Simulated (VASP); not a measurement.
# Be in VASP: further runs, part 2 of 2

VASP 6.6.1. Earlier steps stand in the parts before.

## (4) Single point, PBE

This run uses another cell than the first one, of 41.09 Å³/atom, 0.439 times its volume.

Input file INCAR:

```
  PREC = Accurate
  ENCUT = 520
  EDIFF = 1E-7
  ISMEAR = 0
  SIGMA = 0.1
  LREAL = False
  LASPH = True
  NELM = 100
  ALGO = Normal
  ISIF = 2
  LWAVE = False
  LCHARG = False
  LDIPOL = True
  IDIPOL = 3
  DIPOL = 0.5 0.5 0.500
  GGA = PE
  NBANDS = 7
```

Input file KPOINTS:

```
regular mesh
0
Gamma
  12 12 1
```

Input file POSCAR:

```
Be
1.0
    1.8408760000      0.0000000000      0.0000000000
   -0.9204380000      1.5942450000      0.0000000000
    0.0000000000      0.0000000000     14.0000000000
Be
1
Direct
    0.0000000000      0.0000000000      0.5000000000
```

Potentials or basis: VASP PAW PBE potentials, release 64 (Be).

On the command line:

```console
cat potpaw_PBE.64/Be/POTCAR > POTCAR
mpirun -np 1 vasp_std > vasp.out
```

OUTCAR:

```text
PREC = Accurate
   ENCUT = 520
   EDIFF = 1E-7
   ISMEAR = 0
   LREAL = False
   LASPH = True
   NELM = 100
   ISIF = 2
   GGA = PE

 ion  position               nearest neighbor table
   1  0.000  0.000  0.500-

  LATTYP: Found a hexagonal cell.
 ALAT       =     1.8408760000
 C/A-ratio  =     7.6050749752

  Lattice vectors:

 A1 = (   1.8408760000,   0.0000000000,   0.0000000000)
 A2 = (  -0.9204380000,   1.5942450000,   0.0000000000)
 A3 = (   0.0000000000,   0.0000000000,  14.0000000000)

Analysis of symmetry for initial positions (statically):
=====================================================================
 Subroutine PRICEL returns:
 Original cell was already a primitive cell.

 Routine SETGRP: Setting up the symmetry group for a
 hexagonal supercell.

 Subroutine GETGRP returns: Found 24 space group operations
 (whereof 24 operations were pure point group operations)
 out of a pool of 24 trial point group operations.

The static configuration has the point symmetry D_6h.

Analysis of symmetry for dynamics (positions and initial velocities):
=====================================================================
 Subroutine PRICEL returns:
 Original cell was already a primitive cell.

 Routine SETGRP: Setting up the symmetry group for a
 hexagonal supercell.

 Subroutine GETGRP returns: Found 24 space group operations
 (whereof 24 operations were pure point group operations)
 out of a pool of 24 trial point group operations.

The dynamic configuration has the point symmetry D_6h.

 Subroutine INISYM returns: Found 24 space group operations
 (whereof 24 operations are pure point group operations),
 and found     1 'primitive' translations

----------------------------------------------------------------------------------------

                                     Primitive cell

  volume of cell :      41.0873

[... 106 lines left out ...]
   LHFCALC =     F    Hartree Fock is set to
   AEXX    =    0.0000 exact exchange contribution
   IVDW    =     0    specifies the selected vdW correction
   LEPSILON=     F    determine dielectric tensor
   LRPA    =     F    only Hartree local field effects (RPA)
 non-spin polarized calculation
 Gauss-broadening in eV      SIGMA  =   0.10
  energy-cutoff  :      520.00
  volume of cell :       41.09
 maximum number of plane-waves:      1144
 NGX is ok and might be reduce to    14
   NGX =  7   NGY =  7   NGZ = 53

 dipolmoment           0.000000      0.000000     -0.000000 electrons x Angstroem

 number of electron       2.0000000 magnetization

 dipolmoment           0.000000      0.000000      0.000000 electrons x Angstroem

 Free energy of the ion-electron system (eV)
  ---------------------------------------------------
  ext. energy  EPLUGINS =         0.00000000
  ---------------------------------------------------
  free energy    TOTEN  =        -2.41003728 eV

  energy without entropy =       -2.40856501  energy(sigma->0) =       -2.40930115

 E-fermi :  -2.9780     XC(G=0):  -3.0043

 val. band max:       -3.8048349446   @ k =   0.1667   0.0000   0.0000
 cond. band min:      -2.9096168615   @ k =   0.4167   0.1667   0.0000
 fundamental gap:      0.8952180831
 Fermi energy:        -2.9780239106

 k-point     1 :       0.0000    0.0000    0.0000
  band No.  band energies     occupation
      1     -10.1654      2.00000
      2      -5.4247      2.00000
      3       1.0681      0.00000
      4       1.9874      0.00000
      5       2.6367      0.00000
      6       5.1243      0.00000
      7       5.8585      0.00000
[... 171 lines left out ...]
 k-point    19 :       0.3333    0.3333    0.0000
  band No.  band energies     occupation
      1       0.6999      0.00000
      2       0.6999      0.00000
      3      11.1059      0.00000
      4      13.2223      0.00000
      5      15.7005      0.00000
      6      15.7005      0.00000
      7      20.1483      0.00000

------------------------ aborting loop because EDIFF is reached ----------------------------------------

 vacuum level on the upper side and lower side of the slab       (xc-potential included)        -0.074        -0.074

  FORCE on cell =-STRESS in cart. coord.  units (eV):
  Direction    XX          YY          ZZ          XY          YZ          ZX
  --------------------------------------------------------------------------------------
  -------------------------------------------------------------------------------------
  Total        4.4022121      4.4022100     -0.0003037      0.0000000      0.0000000     -0.0000000
  in kB      171.6618973    171.6618152     -0.0118444      0.0000000      0.0000000     -0.0000000
  external PRESSURE =     114.4372894 kB  Pullay stress =       0.0000000 kB

 VOLUME and BASIS-vectors are now :
 -----------------------------------------------------------------------------
  energy-cutoff  :      520.00
  volume of cell :       41.09
      direct lattice vectors                 reciprocal lattice vectors
     1.840876000  0.000000000  0.000000000     0.543219641  0.313628081  0.000000000
    -0.920438000  1.594245000  0.000000000     0.000000000  0.627256162  0.000000000
     0.000000000  0.000000000 14.000000000     0.000000000  0.000000000  0.071428571

 POSITION                                       TOTAL-FORCE (eV/Angst)
 -----------------------------------------------------------------------------------
      0.00000      0.00000      7.00000         0.000000      0.000000      0.000000
 -----------------------------------------------------------------------------------
    total drift:                               -0.000000     -0.000000      0.000000

  FREE ENERGIE OF THE ION-ELECTRON SYSTEM (eV)
  ---------------------------------------------------
  free  energy   TOTEN  =        -2.4100372761 eV

  energy  without entropy=       -2.4085650140  energy(sigma->0) =       -2.40930115

 vacuum level on the upper side and lower side of the slab         1.913         1.913
```

OSZICAR:

```text
N       E                     dE             d eps       ncg     rms          rms(c)
DAV:   1     0.235903414396E+01    0.23590E+01   -0.10232E+03   266   0.209E+02
DAV:   2    -0.339351160372E+01   -0.57525E+01   -0.48834E+01   350   0.342E+01
DAV:   3    -0.343646587834E+01   -0.42954E-01   -0.42947E-01   350   0.362E+00
[... 11 lines left out ...]
DAV:  15    -0.241001756211E+01   -0.27908E-04   -0.12508E-05   336   0.102E-02    0.234E-03
DAV:  16    -0.241003597948E+01   -0.18417E-04   -0.54079E-06   294   0.599E-03    0.175E-04
DAV:  17    -0.241003682946E+01   -0.84997E-06   -0.84521E-08   301   0.875E-04    0.704E-05
DAV:  18    -0.241003727455E+01   -0.44510E-06   -0.42701E-08   280   0.324E-04    0.763E-06
DAV:  19    -0.241003727612E+01   -0.15686E-08   -0.37772E-11   301   0.223E-05
   1 F= -.24100373E+01 E0= -.24093011E+01  d E =-.147226E-02
```

Wall time 6.2 s (1 thread of Intel Xeon Platinum 8488C (Sapphire Rapids), shared host); peak memory 0.14 GiB.

What came out:

- Free energy: -2.4100 eV
- Band gap on the k mesh: none (metal or under the smearing width)

Levels at points of the mesh, in eV from the Fermi level:
```
           k point  band 1  band 2  band 3  band 4  band 5  band 6
(0.00, 0.00, 0.00)   -7.19   -2.45    4.05    4.97    5.61    8.10
(0.50, 0.00, 0.00)   -1.14    8.84   10.63   13.75   18.21   18.93
```

## (5) The runs side by side

```tsv
cell	k mesh	gap on the mesh (eV)
P6/mmm, 93.63 Å³/atom	30 × 30 × 1	none
P6/mmm, 92.96 Å³/atom	30 × 30 × 1	none
P6/mmm, 41.09 Å³/atom	12 × 12 × 1	none
```

Alike in all rows: task single point; level PBE; potentials or basis VASP PAW PBE potentials, release 64 (Be); no spin polarisation; cutoff (eV) 520; smearing gaussian 0.1 eV.

Every run on the cell as given and a fine mesh finds a metal.

Total energies depend on the potentials used, so only differences within one code and one set of settings carry meaning.
